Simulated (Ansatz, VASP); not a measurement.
# BN: VASP beside Ansatz

File INCAR:

```
SYSTEM = BN
ALGO = Normal
EDIFF = 1E-6
ENCUT = 520
GGA = PE
ISIF = 2
ISMEAR = -1
LASPH = .TRUE.
LCHARG = .FALSE.
LREAL = .FALSE.
LWAVE = .FALSE.
NBANDS = 11
NELM = 60
PREC = Accurate
SIGMA = 0.05
```

The input KPOINTS:

```
k-points
0
G
  14 14 14
  0 0 0
```

The input POSCAR:

```
BN
1.0
    2.2729958072      0.0000000000      0.0000000000
    0.0000000000      2.2729958072      0.0000000000
    0.0000000000      0.0000000000      2.2729958072
B N
1 1
Direct
    0.0000000000      0.0000000000      0.0000000000
    0.5000000000      0.5000000000      0.5000000000
```

Input for Ansatz:

```yaml
crystal:
  lattice:
    - [2.2729958072, 0.0, 0.0]
    - [0.0, 2.2729958072, 0.0]
    - [0.0, 0.0, 2.2729958072]
  atoms:
    - { symbol: B, position: [0.0, 0.0, 0.0] }
    - { symbol: "N", position: [0.5, 0.5, 0.5] }
kpoints:
  mp_grid: { grid: [14, 14, 14] }
  band_path:
    path:
      - [0.0, 0.0, 0.0]
      - [0.0, 0.5, 0.0]
      - [0.5, 0.5, 0.0]
      - [0.0, 0.0, 0.0]
      - [0.5, 0.5, 0.5]
      - [0.0, 0.5, 0.0]
      - [0.5, 0.5, 0.5]
      - [0.5, 0.5, 0.0]
    npoints: 8
scf:
  occupations: { method: fermi_dirac, width: 0.05 }
hamiltonian:
  xc: pbe
  pseudopotentials: { kind: paw }
output:
  forces: true
  stress: true
  eigenvalues: true
  populations: true
  dos: { projected: true, de: 0.2, e_range: [-14, 8] }
  write_density: true
  write_potential: true
  elf: true
  volumetric_format: npy
```

Change from the starting cell: volume scaled by 0.94, PAW files.

Alike in both runs: task single point; functional PBE; k mesh 14 × 14 × 14; occupations fermi-dirac, width 0.05 eV; no spin polarisation.

|  | VASP | Ansatz |
| --- | --- | --- |
| version | VASP 6.6.1 | Ansatz 0.2.0 |
| potentials or method | VASP PAW PBE potentials, release 64 (B, N) | PAW with Ansatz's default frozen-core files, scalar-relativistic |
| plane-wave cutoff (eV) | 520 | 420 |
| valence electrons in the cell | 8 | 8 |

|  | VASP | Ansatz | Ansatz less VASP |
| --- | --- | --- | --- |
| pressure (GPa) | 17.0 | 17.1 | +0.12 |

Caveats: so large a pressure means that the cell lies far from this level's equilibrium, or that cutoff or potentials fall short (VASP).
